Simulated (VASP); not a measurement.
Wanted: the native input for a VASP 6.6.1 run.

| Quantity | Value |
| --- | --- |
| Task | single point |
| Functional | PBE |
| Potentials or basis | VASP PAW PBE potentials, release 64 (Hg, Te) |
| Cutoff | 520 eV |
| k mesh | 5 × 5 × 5 |
| Occupations | fermi-dirac, width 0.03 eV |
| Spin | no spin polarisation |
| Dipole correction | no |
| Further INCAR settings | ALGO = Normal; EDIFF = 1e-07; NBANDS = 16 |

The structure of HgTe lies in POSCAR:

```
HgTe
1.0
    0.0000000000      3.1800000000      3.1800000000
    3.1800000000      0.0000000000      3.1800000000
    3.1800000000      3.1800000000      0.0000000000
Hg Te
1 1
Direct
    0.0000000000      0.0000000000      0.0000000000
    0.5000000000      0.5000000000      0.5000000000
```

Measurements of this composition are mostly on another form, of space group No. 216.

One way to write it, as run:

INCAR

```
PREC = Accurate ; ENCUT = 520
EDIFF = 1E-7 ; ISMEAR = -1
SIGMA = 0.03 ; LREAL = False
LASPH = True ; NELM = 100
ALGO = Normal ; ISIF = 2
LWAVE = False ; LCHARG = True
GGA = PE ; LELF = True
LVHAR = True ; NBANDS = 16
```

KPOINTS

```
Automatic mesh
0
Gamma
  5 5 5
```

Potentials or basis: VASP PAW PBE potentials, release 64 (Hg, Te).

Launch:

```sh
$ cat potpaw_PBE.64/Hg/POTCAR potpaw_PBE.64/Te/POTCAR > POTCAR
$ mpirun -np 1 vasp_std > vasp.out
```

Results of the run:

- Pressure: -3.5 GPa
- Band gap on the k mesh: none (metal or under the smearing width)

Run time: 7.3 s on 1 thread of Intel(R) Xeon(R) 6975P-C (Granite Rapids), with other jobs on the host, peak memory 0.2 GiB.
